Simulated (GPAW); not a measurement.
# AlN (P6_3mc) in GPAW: a series of runs

Aim: see how the results for AlN move with the level of theory and the settings. Levels: r2SCAN, TPSSh. Tasks: one-shot levels on a semilocal density, hybrid scf.

All numbers are computed with GPAW 26.7.0; they aren't measurements. Logs are shortened: lines on timing, memory, paths and dates and some standing lists are left out, and cuts for length are marked. The log counts tension as positive stress, the text compression.

### Step 1. The structure

It takes space group P6_3mc (No. 186, hexagonal). Conventional cell: a = 3.113 Å, b = 3.113 Å, c = 4.981 Å, α = 90.00°, β = 90.00°, γ = 120.00°. Al (site symmetry 3m) is surrounded by 4 N at 1.89 Å. N (site symmetry 3m) has 4 Al at 1.89 Å as nearest neighbours.

### Step 2. One-shot levels on a semilocal density, r2SCAN

Contents of run.py:

```python
import numpy as np
from ase.dft.bandgap import bandgap
from ase.io import read, write
from ase.units import Ha
from gpaw import GPAW, PW
from gpaw.hybrids.energy import non_self_consistent_energy
from gpaw.new.pw.nschse import non_self_consistent_matrix_elements

atoms = read('AlN.cif')

calc = GPAW(mode=PW(550),
            xc='MGGA_X_R2SCAN+MGGA_C_R2SCAN',
            kpts={'size': (5, 5, 3), 'gamma': True},
            occupations={'name': 'fermi-dirac', 'width': 0.001},
            nbands=18,
            convergence={'density': 1e-06, 'bands': 16},
            maxiter=150,
            txt='gpaw.txt')
atoms.calc = calc
energy = atoms.get_potential_energy()
calc.write('gs.gpw')
write('result.traj', atoms)
print(f'Energy: {energy:.6f} eV')
print('Fermi level:', round(calc.get_fermi_level(), 4), 'eV')
print(f'Gap: {bandgap(calc)[0]:.4f} eV, direct: {bandgap(calc, direct=True)[0]:.4f} eV')

calc.write('wfs.gpw', mode='all')
eps = calc.eigenvalues()
free = calc.get_potential_energy(force_consistent=True)
semilocal_x = free + calc.get_xc_difference('MGGA_X_R2SCAN')  # without correlation
exact_x = non_self_consistent_energy(calc, 'EXX').sum()
h_x = non_self_consistent_matrix_elements(GPAW('wfs.gpw').dft, 'MGGA_X_R2SCAN')
h_exx = non_self_consistent_matrix_elements(GPAW('wfs.gpw').dft, 'EXX')
shift = np.einsum('sknn->skn', h_exx - h_x).real * Ha
np.savetxt('shift.dat', shift[..., :16].reshape((-1, 16)), fmt='%.4f')
occupied = eps < calc.get_fermi_level()
for name, a in {'r2SCAN0': 0.25, 'r2SCANh': 0.1, 'r2SCAN50': 0.5, 'r2SCAN-EpsX': 0.233}.items():
    levels = (eps + a * shift)[..., :16]
    gap = levels[~occupied[..., :16]].min() - levels[occupied[..., :16]].max()
    print(f'{name}: share {a}, energy {free + a * (exact_x - semilocal_x):.6f} eV, gap {gap:.4f} eV')
```

Contents of AlN.cif:

```cif
data_AlN
_cell_length_a 3.11300000
_cell_length_b 3.11300000
_cell_length_c 4.98100000
_cell_angle_alpha 90.00000000
_cell_angle_beta 90.00000000
_cell_angle_gamma 120.00000000
_space_group_name_H-M_alt 'P6_3mc'
_space_group_name_Hall 'P 6c -2c'
_space_group_IT_number 186
loop_
_space_group_symop_operation_xyz
'x,y,z'
'x-y,x,z+1/2'
'-y,x-y,z'
'-x,-y,z+1/2'
'-x+y,-x,z'
'y,-x+y,z+1/2'
'y,x,z+1/2'
'x,x-y,z'
'x-y,-y,z+1/2'
'-y,-x,z'
'-x,-x+y,z+1/2'
'-x+y,y,z'
loop_
_atom_site_label
_atom_site_type_symbol
_atom_site_symmetry_multiplicity
_atom_site_Wyckoff_symbol
_atom_site_fract_x
_atom_site_fract_y
_atom_site_fract_z
_atom_site_occupancy
Al1 Al 2 b 0.6666666667 0.3333333333 0.5000000000 1
N1 N 2 b 0.6666666667 0.3333333333 0.8800000000 1
```

Potentials or basis: GPAW PAW data sets (gpaw-data 1.2.1), pw.

The run is started by

```sh
OMP_NUM_THREADS=1 python run.py
```

gpaw.txt:

```text
__  _  _
 | _ |_)|_||  |
 |__||  | ||/\| - 26.7.0

Input parameters:
  mode=PW(ecut=550.0),
  convergence={'density': 1e-06, 'bands': 16},
  kpts=MonkhorstPack(size=(5, 5, 3), gamma=True),
  maxiter=150,
  nbands=18,
  occupations=Occupations(name='fermi-dirac', width=0.001),
  xc=XC(name='MGGA_X_R2SCAN+MGGA_C_R2SCAN')

Diagonalizing LCAO Hamiltonian
Converting LCAO to pw mode

           N

           Al
        N

        Al

Atoms  # Å, Bohr magnetons
|   | symbol |        x |        y |        z |    initial magnetic moments |
|---|--------|----------|----------|----------|-----------------------------|
| 0 |     Al | 1.556500 | 0.898646 | 2.490500 | ( 0.0000,  0.0000,  0.0000) |
| 1 |     Al | 0.000000 | 1.797291 | 0.000000 | ( 0.0000,  0.0000,  0.0000) |
| 2 |      N | 1.556500 | 0.898646 | 4.383280 | ( 0.0000,  0.0000,  0.0000) |
| 3 |      N | 0.000000 | 1.797291 | 1.892780 | ( 0.0000,  0.0000,  0.0000) |

Unit cell  # Å
| periodic |         x |        y |        z |  lengths |     angles |
|----------|-----------|----------|----------|----------|------------|
|      yes |  3.113000 | 0.000000 | 0.000000 | 3.113000 |  90.000000 |
|      yes | -1.556500 | 2.695937 | 0.000000 | 3.113000 |  90.000000 |
|      yes |  0.000000 | 0.000000 | 4.981000 | 4.981000 | 120.000000 |

Number of symmetries: 6
Symmetry operations  # r_c * U_cc + t_c -> r_c
|   | kind |            matrix            |
|---|------|------------------------------|
| 0 |  σ   |  1, 1, 0,  0,-1, 0,  0, 0, 1 |
| 1 |  E   |  1, 0, 0,  0, 1, 0,  0, 0, 1 |
| 2 |  C3  |  0, 1, 0, -1,-1, 0,  0, 0, 1 |
| 3 |  σ   |  0,-1, 0, -1, 0, 0,  0, 0, 1 |
| 4 |  σ   | -1, 0, 0,  1, 1, 0,  0, 0, 1 |
| 5 |  C3  | -1,-1, 0,  1, 0, 0,  0, 0, 1 |

BZ-sampling:
  Number of BZ points: 75
  Number of IBZ points: 12

  Monkhorst-Pack size: [5, 5, 3]
  Monkhorst-Pack shift: [0, 0, 0]

K-points  # in reciprocal-cell coordinates
|     |                                coordinates |     weight |
|-----|--------------------------------------------|------------|
|   0 | (  0.00000000,   0.00000000,   0.00000000) | 0.01333333 |
|   1 | (  0.00000000,   0.00000000,   0.33333333) | 0.02666667 |
|   2 | (  0.20000000,   0.00000000,  -0.33333333) | 0.08000000 |
|   3 | (  0.20000000,   0.00000000,   0.00000000) | 0.08000000 |
|   4 | (  0.20000000,   0.00000000,   0.33333333) | 0.08000000 |
|   5 | (  0.40000000,  -0.20000000,   0.00000000) | 0.08000000 |
|   6 | (  0.40000000,  -0.20000000,   0.33333333) | 0.16000000 |
|   7 | (  0.40000000,   0.00000000,  -0.33333333) | 0.08000000 |
|   8 | (  0.40000000,   0.00000000,   0.00000000) | 0.08000000 |
|   9 | (  0.40000000,   0.00000000,   0.33333333) | 0.08000000 |
| ... |                                            |            |
|  11 | (  0.40000000,   0.40000000,   0.33333333) | 0.16000000 |

Plane wave coefficients: 1238
Cutoff: 550.0 eV

Spin-components: 1 (collinear spins)
Bands:           18
Projectors:      20
Spin-degeneracy: 2
Datatype:        complex128

Density:
  Valence electrons: 16.0
  Components: 1
  Grid points: [18 18 27]
  Charge: 0.0  # |e|

Potential:
  Grid points: [18 18 27]

species:
  Al:
    name:    Aluminium
    Z:       13.0
    valence: 3
    core:    10
    charge:  0.0  # [|e|]
    compensation charges:
      type: gauss
      rc: 0.34  # [Å]
      lmax: 2
    cutoffs:
      filter: 1.91  # [Å]
      core: 2.36  # [Å]
    projectors
    | kind |    occ | energy [eV] | rcut [Å] |
    |------|--------|-------------|----------|
    |   3s |  2.000 |      -7.753 |    1.085 |
    |   3p |  1.000 |      -2.712 |    1.085 |
    |    s |        |      19.459 |    1.085 |
    |    p |        |      24.499 |    1.085 |
    |    d |        |       0.000 |    1.085 |

    Using partial waves for Al as LCAO basis

  N:
    name:    Nitrogen
    Z:       7.0
    valence: 5
    core:    2
    charge:  0.0  # [|e|]
    compensation charges:
      type: gauss
      rc: 0.18  # [Å]
      lmax: 2
    cutoffs:
      filter: 1.11  # [Å]
      core: 0.96  # [Å]
    projectors
    | kind |    occ | energy [eV] | rcut [Å] |
    |------|--------|-------------|----------|
    |   2s |  2.000 |     -18.583 |    0.603 |
    |   2p |  3.000 |      -7.089 |    0.529 |
    |    s |        |       8.629 |    0.603 |
    |    p |        |      20.123 |    0.529 |
    |    d |        |       0.000 |    0.577 |

    Using partial waves for N as LCAO basis

Reference energy: -16170.289538  # eV

eigensolver:
  PPCG
  Converge bands: 16
  niter=2

density mixing:
  MSR1-Mixer
  Pratt-step length: 0.05
  Maximum mixing coefficient: 0.75
  Old densities: 10
  SVD Regularization: 0.005
  Good broyden scale: 1.0
  Trust region scale: 1.0
  Backstep threshold: 4.0
  History deletion threshold: 6.0
  Fourier metric: weight=20.0, sigma=0.015

occupation numbers:
  Fermi-Dirac:
    width: 0.0010  # eV

poisson solver:
  ecut: 4400.0  # eV

xc functional:
  name: MGGA_X_R2SCAN+MGGA_C_R2SCAN with 2 nearest neighbor stencil

convergence criteria:
- Maximum integral of absolute [dens]ity change: 1e-06 electrons / valence electron
- Maximum [total energy] change in last 3 cyles: 0.0005 eV / valence electron
- Maximum integral of absolute [eigenst]ate change: 4e-08 eV^2 / valence electron
maximum number of iterations: 150

SCF iterations
|iter     | |      energy | eigst |  dens |
|---------|-|-------------|-------|-------|
|iter:   1| |  -45.465281 | +1.12 |       |
|iter:   2| |  -39.818390 | +0.35 | -0.56 |
|iter:   3| |  -37.373712 | -0.22 | -0.61 |
|iter:   4| |  -37.535576 | -1.80 | -1.22 |
|iter:   5| |  -37.554063 | -2.27 | -1.51 |
|iter:   6| |  -37.553981 | -3.54 | -2.66 |
|iter:   7| |  -37.553988c| -4.39 | -3.07 |
|iter:   8| |  -37.554000c| -5.24 | -3.34 |
|iter:   9| |  -37.554000c| -6.02 | -4.37 |
|iter:  10| |  -37.554000c| -6.64 | -4.96 |
|iter:  11| |  -37.554000c| -7.21 | -5.76 |
|iter:  12| |  -37.554000c| -7.98c| -6.17c|

Converged in 12 steps
Energy contributions relative to reference atoms: (reference = -16170.289538)

Energy contributions:
  Kinetic:          23.162145
  Coulomb:         -17.631323
  Zero:             -0.151170
  External:          0.000000
  Xc:              -42.933651
  Entropy:          -0.000000
  Spinorbit:         0.000000
  ----------------------------
  Free energy:     -37.554000
  Extrapolated:    -37.554000

dipole moment: (0.000016, -0.000010, -6.837712)  # |e|*Ang

Fermi level: 10.299
Eigenvalues  # (at kpt = [0.000, 0.000, 0.000])
| band index |      eig [eV] | occ [0-2] |
|------------|---------------|-----------|
|          0 |       -10.106 |     2.000 |
|          1 |        -8.000 |     2.000 |
|          2 |        -0.157 |     2.000 |
|          3 |         5.031 |     2.000 |
|          4 |         5.031 |     2.000 |
|          5 |         5.706 |     2.000 |
|          6 |         5.706 |     2.000 |
|          7 |         5.894 |     2.000 |
|          8 |        10.781 |     0.000 |
|          9 |        13.394 |     0.000 |
|         10 |        17.526 |     0.000 |
|         11 |        17.954 |     0.000 |
|         12 |        17.956 |     0.000 |
|         13 |        20.029 |     0.000 |
|         14 |        20.058 |     0.000 |
|         15 |        20.061 |     0.000 |
|        ... |               |           |
|         17 |        21.853 |     0.000 |

Gap: 4.887 eV
Transition (v -> c):
  (s=0, k=0, n=7, [0.00, 0.00, 0.00]) -> (s=0, k=0, n=8, [0.00, 0.00, 0.00])
No difference between direct/indirect transitions
# Writing to gs.gpw (mode='')

# Writing to wfs.gpw (mode='all')
```

It took 2.2 min on 1 thread of Arm Neoverse V2, shared host; peak memory 0.3 GiB.

Results:

* Free energy: -37.5540 eV
* Band gap on the k mesh: 4.89 eV, direct

Band gaps from one-shot exact exchange on these states (eV): r2scan0 6.68, r2scanh 5.60, r2scan50 8.47, r2scan_epsx 6.56

Caveat: the k mesh is coarse (spacing up to 0.47 Å⁻¹), so the values aren't converged; energy and the plain gap are those of the semilocal run; the hybrids' values are one shot on its orbitals and mesh; the PAW data sets were made with another functional, which shifts forces and pressure a little. r2SCAN opens gaps a little over a GGA but as a rule still falls short of measured ones.

### Step 3. Hybrid scf, TPSSh

Contents of run.py:

```python
import numpy as np
from ase.dft.bandgap import bandgap
from ase.io import read, write
from gpaw import GPAW, PW
from gpaw.xc import parametrizedxc

class ScaledMGGA(parametrizedxc.ParametrizedKernel):
    """Weighted sum of Libxc meta-GGA parts, named like '0.75_MGGA_X_..+1.0_MGGA_C_..'."""
    def __init__(self, name):
        super().__init__(name)
        self.type = 'MGGA'

    def calculate(self, e_g, n_sg, dedn_sg, sigma_xg, dedsigma_xg, tau_sg, dedtau_sg):
        e_g[:] = dedsigma_xg[:] = dedtau_sg[:] = 0.0
        for kernel, c in zip(self.kernels, self.coefs):
            e, v, s, t = [np.zeros_like(x) for x in [e_g, dedn_sg, dedsigma_xg, dedtau_sg]]
            kernel.calculate(e, n_sg, v, sigma_xg, s, tau_sg, t)
            e_g += c * e
            dedn_sg += c * v
            dedsigma_xg += c * s
            dedtau_sg += c * t

parametrizedxc.ParametrizedKernel = ScaledMGGA

atoms = read('AlN.cif')

calc = GPAW(mode=PW(550),
            xc={'name': '0.900_MGGA_X_TPSS+1.0_MGGA_C_TPSS', 'fraction': 0.1, 'omega': 0.0, 'backend': 'pw'},
            kpts={'size': (3, 3, 2), 'gamma': True},
            occupations={'name': 'fermi-dirac', 'width': 0.05},
            nbands=18,
            convergence={'density': 0.0001},
            maxiter=60,
            txt='gpaw.txt')
atoms.calc = calc
energy = atoms.get_potential_energy()
calc.write('gs.gpw')
write('result.traj', atoms)
print(f'Energy: {energy:.6f} eV')
print('Fermi level:', round(calc.get_fermi_level(), 4), 'eV')
print(f'Gap: {bandgap(calc)[0]:.4f} eV, direct: {bandgap(calc, direct=True)[0]:.4f} eV')
```

AlN.cif is that of step 2.

Potentials or basis: GPAW PAW data sets (gpaw-data 1.2.1), pw.

The run is started by

```sh
OMP_NUM_THREADS=1 python run.py
```

gpaw.txt:

```text
__  _  _
 | _ |_)|_||  |
 |__||  | ||/\| - 26.7.0

Input parameters:
  mode=PW(ecut=550.0),
  convergence={'density': 0.0001},
  kpts=MonkhorstPack(size=(3, 3, 2), gamma=True),
  maxiter=60,
  nbands=18,
  occupations=Occupations(name='fermi-dirac', width=0.05),
  xc=XC(name='0.900_MGGA_X_TPSS+1.0_MGGA_C_TPSS', fraction=0.1, omega=0.0, backend='pw')

Diagonalizing LCAO Hamiltonian
Converting LCAO to pw mode

           N

           Al
        N

        Al

Atoms  # Å, Bohr magnetons
|   | symbol |        x |        y |        z |    initial magnetic moments |
|---|--------|----------|----------|----------|-----------------------------|
| 0 |     Al | 1.556500 | 0.898646 | 2.490500 | ( 0.0000,  0.0000,  0.0000) |
| 1 |     Al | 0.000000 | 1.797291 | 0.000000 | ( 0.0000,  0.0000,  0.0000) |
| 2 |      N | 1.556500 | 0.898646 | 4.383280 | ( 0.0000,  0.0000,  0.0000) |
| 3 |      N | 0.000000 | 1.797291 | 1.892780 | ( 0.0000,  0.0000,  0.0000) |

Unit cell  # Å
| periodic |         x |        y |        z |  lengths |     angles |
|----------|-----------|----------|----------|----------|------------|
|      yes |  3.113000 | 0.000000 | 0.000000 | 3.113000 |  90.000000 |
|      yes | -1.556500 | 2.695937 | 0.000000 | 3.113000 |  90.000000 |
|      yes |  0.000000 | 0.000000 | 4.981000 | 4.981000 | 120.000000 |

Number of symmetries: 6
Symmetry operations  # r_c * U_cc + t_c -> r_c
|   | kind |            matrix            |
|---|------|------------------------------|
| 0 |  σ   |  1, 1, 0,  0,-1, 0,  0, 0, 1 |
| 1 |  E   |  1, 0, 0,  0, 1, 0,  0, 0, 1 |
| 2 |  C3  |  0, 1, 0, -1,-1, 0,  0, 0, 1 |
| 3 |  σ   |  0,-1, 0, -1, 0, 0,  0, 0, 1 |
| 4 |  σ   | -1, 0, 0,  1, 1, 0,  0, 0, 1 |
| 5 |  C3  | -1,-1, 0,  1, 0, 0,  0, 0, 1 |

BZ-sampling:
  Number of BZ points: 18
  Number of IBZ points: 6

  Monkhorst-Pack size: [3, 3, 2]
  Monkhorst-Pack shift: [0.0, 0.0, 0.25]

K-points  # in reciprocal-cell coordinates
|   |                                coordinates |     weight |
|---|--------------------------------------------|------------|
| 0 | (  0.00000000,   0.00000000,   0.00000000) | 0.05555556 |
| 1 | (  0.00000000,   0.00000000,   0.50000000) | 0.05555556 |
| 2 | (  0.33333333,   0.00000000,   0.00000000) | 0.33333333 |
| 3 | (  0.33333333,   0.00000000,   0.50000000) | 0.33333333 |
| 4 | (  0.33333333,   0.33333333,   0.00000000) | 0.11111111 |
| 5 | (  0.33333333,   0.33333333,   0.50000000) | 0.11111111 |

Plane wave coefficients: 1242
Cutoff: 550.0 eV

Spin-components: 1 (collinear spins)
Bands:           18
Projectors:      20
Spin-degeneracy: 2
Datatype:        complex128

Density:
  Valence electrons: 16.0
  Components: 1
  Grid points: [18 18 27]
  Charge: 0.0  # |e|

Potential:
  Grid points: [18 18 27]

species:
  Al:
    name:    Aluminium
    Z:       13.0
    valence: 3
    core:    10
    charge:  0.0  # [|e|]
    compensation charges:
      type: gauss
      rc: 0.34  # [Å]
      lmax: 2
    cutoffs:
      filter: 1.91  # [Å]
      core: 2.36  # [Å]
    projectors
    | kind |    occ | energy [eV] | rcut [Å] |
    |------|--------|-------------|----------|
    |   3s |  2.000 |      -7.753 |    1.085 |
    |   3p |  1.000 |      -2.712 |    1.085 |
    |    s |        |      19.459 |    1.085 |
    |    p |        |      24.499 |    1.085 |
    |    d |        |       0.000 |    1.085 |

    Using partial waves for Al as LCAO basis

  N:
    name:    Nitrogen
    Z:       7.0
    valence: 5
    core:    2
    charge:  0.0  # [|e|]
    compensation charges:
      type: gauss
      rc: 0.18  # [Å]
      lmax: 2
    cutoffs:
      filter: 1.11  # [Å]
      core: 0.96  # [Å]
    projectors
    | kind |    occ | energy [eV] | rcut [Å] |
    |------|--------|-------------|----------|
    |   2s |  2.000 |     -18.583 |    0.603 |
    |   2p |  3.000 |      -7.089 |    0.529 |
    |    s |        |       8.629 |    0.603 |
    |    p |        |      20.123 |    0.529 |
    |    d |        |       0.000 |    0.577 |

    Using partial waves for N as LCAO basis

Reference energy: -16170.289538  # eV

eigensolver:
  PPCG
  Converge bands: occupied
  niter=2

density mixing:
  MSR1-Mixer
  Pratt-step length: 0.05
  Maximum mixing coefficient: 0.75
  Old densities: 10
  SVD Regularization: 0.005
  Good broyden scale: 1.0
  Trust region scale: 1.0
  Backstep threshold: 4.0
  History deletion threshold: 6.0
  Fourier metric: weight=20.0, sigma=0.015

occupation numbers:
  Fermi-Dirac:
    width: 0.0500  # eV

poisson solver:
  ecut: 4400.0  # eV

xc functional:
  name: 0.900_MGGA_X_TPSS+1.0_MGGA_C_TPSS with 2 nearest neighbor stencil

convergence criteria:
- Maximum integral of absolute [dens]ity change: 0.0001 electrons / valence electron
- Maximum [total energy] change in last 3 cyles: 0.0005 eV / valence electron
- Maximum integral of absolute [eigenst]ate change: 4e-08 eV^2 / valence electron
maximum number of iterations: 60

IBZ(<points: 6, symmetries: 6>)
Occupied bands: 8
SCF iterations
|iter     | |      energy | eigst |  dens |
|---------|-|-------------|-------|-------|
|iter:   1| | -170.478981 | -0.38 |       |
|iter:   2| |  -42.752496 | -1.16 | -0.50 |
|iter:   3| |  -40.579439 | -0.98 | -0.58 |
|iter:   4| |  -40.321645 | -0.96 | -0.86 |
|iter:   5| |  -40.396995 | -3.04 | -1.47 |
|iter:   6| |  -40.397350 | -2.34 | -1.62 |
|iter:   7| |  -40.389732c| -3.47 | -1.90 |
|iter:   8| |  -40.389887c| -3.93 | -2.48 |
|iter:   9| |  -40.389992c| -6.20 | -3.33 |
|iter:  10| |  -40.389982c| -5.80 | -3.36 |
|iter:  11| |  -40.389982c| -7.03 | -3.90 |
|iter:  12| |  -40.389984c| -6.73 | -4.30c|
|iter:  13| |  -40.389993c| -6.23 | -4.65c|
|iter:  14| |  -40.390062c| -5.31 | -4.39c|
|iter:  15| |  -40.391234c| -4.07 | -4.06c|
|iter:  16| |  -40.390727c| -3.74 | -3.52 |
|iter:  17| |  -40.390013c| -5.43 | -4.41c|
|iter:  18| |  -40.389986c| -6.38 | -5.11c|
|iter:  19| |  -40.390005c| -5.89 | -4.86c|
|iter:  20| |  -40.390225c| -4.80 | -4.37c|
|iter:  21| |  -40.391246c| -4.08 | -3.85 |
|iter:  22| |  -40.389958c| -4.99 | -3.85 |
|iter:  23| |  -40.389981c| -7.01 | -4.45c|
|iter:  24| |  -40.389982c| -8.40c| -4.78c|

Converged in 24 steps
Energy contributions relative to reference atoms: (reference = -16170.289538)

Energy contributions:
  Kinetic:          24.849504
  Coulomb:         -19.328815
  Zero:             -0.148306
  External:          0.000000
  Xc:               90.174980
  Entropy:          -0.000000
  Spinorbit:         0.000000
  Hybrid_Xc_Cc:      -116.867730
  Hybrid_Xc_Vc:        -2.101142
  Hybrid_Xc_Vv:       -16.968472
  ----------------------------
  Free energy:     -40.389982
  Extrapolated:    -40.389982

dipole moment: (0.000291, -0.000169, -6.796083)  # |e|*Ang

Fermi level: 6.840
Eigenvalues  # (at kpt = [0.000, 0.000, 0.000])
| band index |      eig [eV] | occ [0-2] |
|------------|---------------|-----------|
|          0 |       -10.626 |     2.000 |
|          1 |        -8.443 |     2.000 |
|          2 |        -0.710 |     2.000 |
|          3 |         4.716 |     2.000 |
|          4 |         4.716 |     2.000 |
|          5 |         5.409 |     2.000 |
[... 8 lines left out ...]
|         14 |        20.048 |     0.000 |
|         15 |        20.049 |     0.000 |
|        ... |               |           |
|         17 |        21.360 |     0.000 |

Gap: 4.945 eV
Transition (v -> c):
  (s=0, k=0, n=7, [0.00, 0.00, 0.00]) -> (s=0, k=0, n=8, [0.00, 0.00, 0.00])
No difference between direct/indirect transitions
# Writing to gs.gpw (mode='')
```

Run time: 14 min. Hardware: 1 thread of Arm Neoverse V2, shared host; peak memory 0.22 GiB.

The run converged, but some of its settings lie outside the range that counts as converged, so its numbers aren't taken as properties of the crystal.

Results:

```
Free energy            : -40.3900 eV
Band gap on the k mesh : 4.94 eV, direct
```

Caveat: the k mesh is coarse (spacing up to 0.78 Å⁻¹), so the values aren't converged, least of all with exact exchange; exact exchange converges slowly with the k mesh, and this mesh is small; the scaled meta-GGA exchange is a class typed in the script.
